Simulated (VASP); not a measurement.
# K (Im-3m) in VASP: a series of runs, part 2 of 2

VASP 6.6.1. Earlier steps stand in the parts before.

## (5) Single point, r2SCAN

INCAR

```
SYSTEM = K
ADDGRID = .False.
ALGO = Normal
EDIFF = 1E-6
ENCUT = 550
ISIF = 2
ISMEAR = -1
LASPH = .True.
LCHARG = .False.
LMIXTAU = .True.
LREAL = .False.
LWAVE = .False.
METAGGA = R2SCAN
NBANDS = 10
NELM = 100
PREC = Accurate
SIGMA = 0.15
```

KPOINTS

```
k-points
0
Gamma
  2 2 2
  0 0 0
```

POSCAR

```
K
1.0
   -2.6975585167      2.6975585167      2.6975585167
    2.6975585167     -2.6975585167      2.6975585167
    2.6975585167      2.6975585167     -2.6975585167
K
1
Direct
    0.0000000000      0.0000000000      0.0000000000
```

Potentials or basis: VASP PAW PBE potentials, release 64 (K_pv).

Command:

```sh
$ cat potpaw_PBE.64/K_pv/POTCAR > POTCAR
$ mpirun -np 1 vasp_std > vasp.out
```

OUTCAR:

```text
SYSTEM = K
   EDIFF = 1E-6
   ENCUT = 550
   ISIF = 2
   ISMEAR = -1
   LASPH = .True.
   LREAL = .False.
   METAGGA = R2SCAN
   NELM = 100
   PREC = Accurate

 Found      3 irreducible k-points:

 Following reciprocal coordinates:
            Coordinates               Weight
  0.000000  0.000000  0.000000      1.000000
  0.500000  0.000000  0.000000      6.000000
  0.500000  0.500000  0.500000      1.000000
   k-points           NKPTS =      3   k-points in BZ     NKDIM =      3   number of bands    NBANDS=     10
   number of dos      NEDOS =    301   number of ions     NIONS =      1
   total plane-waves  NPLWV =  46656
   dimension x,y,z NGX =    36 NGY =   36 NGZ =   36
   dimension x,y,z NGXF=    72 NGYF=   72 NGZF=   72
   ions per type =               1
   NGX,Y,Z   is equivalent  to a cutoff of  12.81, 12.81, 12.81 a.u.
   NGXF,Y,Z  is equivalent  to a cutoff of  25.62, 25.62, 25.62 a.u.
 SYSTEM =  K
   PREC   = accura    normal or accurate (medium, high low for compatibility)
   ISTART =      0    job   : 0-new  1-cont  2-samecut
   ICHARG =      2    charge: 1-file 2-atom 10-const
   ISPIN  =      1    spin polarized calculation?
   LNONCOLLINEAR =      F non collinear calculations
   LSORBIT =      F    spin-orbit coupling
   LASPH  =      T    aspherical Exc in radial PAW
   ENCUT  =  550.0 eV  40.42 Ry    6.36 a.u.   8.93  8.93  8.93*2*pi/ulx,y,z
   NELM   =    100;   NELMIN=  2; NELMDL= -5     # of ELM steps
   EDIFF  = 0.1E-05   stopping-criterion for ELM
   LREAL  =      F    real-space projection
   EDIFFG = 0.1E-04   stopping-criterion for IOM
   NSW    =      0    number of steps for IOM
   IBRION =     -1    ionic relax: 0-MD 1-quasi-New 2-CG
   NFREE  =      0    steps in history (QN), initial steepest desc. (CG)
   ISIF   =      2    stress and relaxation
   ISYM   =      2    0-nonsym 1-usesym 2-fastsym
   POTIM  = 0.5000    time-step for ionic-motion
   TEBEG  =    0.0;   TEEND  =   0.0 temperature during run
   PSTRESS=    0.0 pullay stress
   NELECT =       7.0000    total number of electrons
   NUPDOWN=      -1.0000    fix difference up-down
   EMIN   =  10.00;   EMAX   =-10.00  energy-range for DOS
   EFERMI =   0.00;   METHOD = LEGACY
   ISMEAR =    -1;   SIGMA  =   0.15  broadening in eV -4-tet -1-fermi 0-gaus
   EFERMI_NEDOS =   21; number of points for ismear=-14 and -15
   IALGO  =     38    algorithm
   IMIX   =      4    mixing-type and parameters
     AMIX     =   0.40;   BMIX     =  1.00
     AMIX_MAG =   1.60;   BMIX_MAG =  1.00
  volume/ion in A,a.u.               =      78.52       529.87
  Fermi-wavevector in a.u.,A,eV,Ry     =   0.731335  1.382024  7.277097  0.534852
  Thomas-Fermi vector in A             =   1.823527
   LORBIT       =      0    0 simple, 1 ext, 2 COOP (PROOUT), +10 PAW based schemes
   METAGGA = R2SCAN    functional components
   LHFCALC =     F    Hartree Fock is set to
   AEXX    =    0.0000 exact exchange contribution
   IVDW    =     0    specifies the selected vdW correction
   LEPSILON=     F    determine dielectric tensor
   LRPA    =     F    only Hartree local field effects (RPA)
 non-spin polarized calculation
  energy-cutoff  :      550.00
  volume of cell :       78.52
 maximum number of plane-waves:      2315
 NGX is ok and might be reduce to    36
   NGX = 17   NGY = 17   NGZ = 17

 number of electron       7.0000001 magnetization

 Free energy of the ion-electron system (eV)
  ---------------------------------------------------
  ext. energy  EPLUGINS =         0.00000000
  ---------------------------------------------------
  free energy    TOTEN  =        -5.49597442 eV

  energy without entropy =       -5.24311572  energy(sigma->0) =       -5.36954507

 E-fermi :  -0.7701     XC(G=0):  -5.7603

 val. band max:       -3.4033242027   @ k =   0.0000   0.0000   0.0000
 cond. band min:      -0.6171741476   @ k =   0.5000   0.0000   0.0000
 fundamental gap:      2.7861500551
 Fermi energy:        -0.7701054259

 k-point     1 :       0.0000    0.0000    0.0000
  band No.  band energies     occupation
      1     -17.4667      2.00000
      2     -17.4667      2.00000
      3     -17.4667      2.00000
      4      -3.4033      2.00000
      5       3.5884      0.00000
      6       3.5884      0.00000
      7       3.5884      0.00000
      8       4.5554      0.00000
      9       4.5554      0.00000
     10       6.9914      0.00000

 k-point     2 :       0.5000    0.0000    0.0000
  band No.  band energies     occupation
      1     -17.5216      2.00000
      2     -17.4849      2.00000
      3     -17.4668      2.00000
      4      -0.6172      0.53023
      5      -0.5929      0.46968
      6       2.2995      0.00000
      7       4.1958      0.00000
      8       4.9610      0.00000
      9       5.1818      0.00000
     10       5.6877      0.00000

 k-point     3 :       0.5000    0.5000    0.5000
  band No.  band energies     occupation
      1     -17.5058      2.00000
      2     -17.5058      2.00000
      3     -17.5058      2.00000
      4       0.5787      0.00025
      5       0.5787      0.00025
      6       2.4507      0.00000
      7       2.4508      0.00000
      8       2.4508      0.00000
      9       4.8373      0.00000
     10       5.8446      0.00000

------------------------ aborting loop because EDIFF is reached ----------------------------------------

  FORCE on cell =-STRESS in cart. coord.  units (eV):
  Direction    XX          YY          ZZ          XY          YZ          ZX
  --------------------------------------------------------------------------------------
  -------------------------------------------------------------------------------------
  Total        0.2371380      0.2371380      0.2371380     -0.0000000     -0.0000000     -0.0000000
  in kB        4.8388168      4.8388168      4.8388168     -0.0000000     -0.0000000     -0.0000000
  external PRESSURE =       4.8388168 kB  Pullay stress =       0.0000000 kB

 VOLUME and BASIS-vectors are now :
 -----------------------------------------------------------------------------
  energy-cutoff  :      550.00
  volume of cell :       78.52
      direct lattice vectors                 reciprocal lattice vectors
    -2.697558517  2.697558517  2.697558517     0.000000000  0.185352791  0.185352791
     2.697558517 -2.697558517  2.697558517     0.185352791  0.000000000  0.185352791
     2.697558517  2.697558517 -2.697558517     0.185352791  0.185352791  0.000000000

 POSITION                                       TOTAL-FORCE (eV/Angst)
 -----------------------------------------------------------------------------------
      0.00000      0.00000      0.00000        -0.000000     -0.000000      0.000000
 -----------------------------------------------------------------------------------
    total drift:                               -0.000000      0.000000      0.000000

  FREE ENERGIE OF THE ION-ELECTRON SYSTEM (eV)
  ---------------------------------------------------
  free  energy   TOTEN  =        -5.4959744193 eV

  energy  without entropy=       -5.2431157216  energy(sigma->0) =       -5.36954507
```

OSZICAR:

```text
N       E                     dE             d eps       ncg     rms          rms(c)
DAV:   1     0.127814784421E+02    0.12781E+02   -0.28843E+03    60   0.493E+02
DAV:   2    -0.590210091814E+01   -0.18684E+02   -0.18484E+02    60   0.944E+01
DAV:   3    -0.612524965535E+01   -0.22315E+00   -0.22285E+00    98   0.104E+01
[... 12 lines left out ...]
DAV:  16    -0.549596071958E+01   -0.15972E-04   -0.46338E-05    60   0.848E-02    0.139E-02
DAV:  17    -0.549597430757E+01   -0.13588E-04   -0.12751E-05    60   0.434E-02    0.711E-04
DAV:  18    -0.549597112102E+01    0.31865E-05   -0.48526E-06    60   0.211E-02    0.825E-03
DAV:  19    -0.549597353669E+01   -0.24157E-05   -0.77770E-07    64   0.771E-03    0.364E-03
DAV:  20    -0.549597441926E+01   -0.88257E-06   -0.21755E-07    64   0.412E-03
   1 F= -.54959744E+01 E0= -.53695451E+01  d E =-.252859E+00
```

It took 21 s on 1 thread of Intel Xeon Platinum 8559C (Emerald Rapids), shared host; peak memory 0.2 GiB.

These settings aren't checked as converged: the numbers below hold their error.

What came out:

* Free energy: -5.4960 eV
* Pressure: 0.5 GPa
* Band gap on the k mesh: none (metal or under the smearing width)

Caveat: the k mesh is coarse (spacing up to 0.82 Å⁻¹), so the values aren't converged; the PAW data sets were made with another functional, which shifts forces and pressure a little.

## (6) The reference run

An earlier run on the cell as given: functional PBE; potentials or basis VASP PAW PBE potentials, release 64 (K_sv); cutoff 520 eV; k mesh 7 × 7 × 7; occupations fermi-dirac, width 0.05 eV; no spin polarisation.

- Pressure: -0.2 GPa
- Band gap on the k mesh: none (metal or under the smearing width)
